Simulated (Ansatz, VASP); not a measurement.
CdS (Hawleyite) in VASP and in Ansatz

INCAR

```
  ALGO = Normal
  EDIFF = 1E-7
  EDIFFG = -0.01
  ENCUT = 600
  GGA = RP
  IBRION = 2
  ISIF = 3
  ISMEAR = -1
  IVDW = 12
  LASPH = True
  LCHARG = False
  LREAL = False
  LWAVE = False
  NELM = 100
  NSW = 80
  PREC = Accurate
  SIGMA = 0.05
```

File KPOINTS:

```
k-points
0
Gamma
  8 8 8
```

File POSCAR:

```
CdS
1.0
    0.0000000000      2.9165000000      2.9165000000
    2.9165000000      0.0000000000      2.9165000000
    2.9165000000      2.9165000000      0.0000000000
Cd S
1 1
Direct
    0.0000000000      0.0000000000      0.0000000000
    0.7500000000      0.7500000000      0.7500000000
```

The input input.yaml:

```yaml
crystal:
  lattice:
    - [0.0, 2.9165, 2.9165]
    - [2.9165, 0.0, 2.9165]
    - [2.9165, 2.9165, 0.0]
  atoms:
    - { symbol: Cd, position: [0.0, 0.0, 0.0] }
    - { symbol: S, position: [0.75, 0.75, 0.75] }
kpoints:
  mp_grid: { grid: [8, 8, 8] }
scf:
  occupations: { method: fermi_dirac, width: 0.05 }
hamiltonian:
  xc: rpbe
  dispersion: d3bj
  pseudopotentials: { kind: all_electron, lapw: { basis_error: 0.001 } }
output:
  forces: true
  stress: true
relax:
  f_tol: 0.01
  max_steps: 60
  cell: {}
```

Alike in both runs: task relaxation of cell and atoms; functional RPBE; dispersion D3(BJ); k mesh 8 × 8 × 8; occupations fermi-dirac, width 0.05 eV; no spin polarisation.

|  | VASP | Ansatz |
| --- | --- | --- |
| version | VASP 6.6.1 | Ansatz 0.2.0 |
| potentials or method | VASP PAW PBE potentials, release 64 (Cd, S) | all-electron LAPW, scalar-relativistic |
| plane-wave cutoff (eV) | 600 | see its input |

|  | VASP | Ansatz | Ansatz less VASP |
| --- | --- | --- | --- |
| relaxed volume (Å³/atom) | 23.46 | 23.33 | -0.123 |
| relaxed cell length with the largest relative difference (Å) | 4.048 | 4.041 | -0.0071 |
| energy change over the relaxation (meV/atom) | -15 | -18 | -2.7 |

Ansatz ran all-electron here, so the differences hold the error of VASP's frozen core and of both bases.

Caveats: the PAW data sets were made with another functional, which shifts forces and pressure a little (VASP).
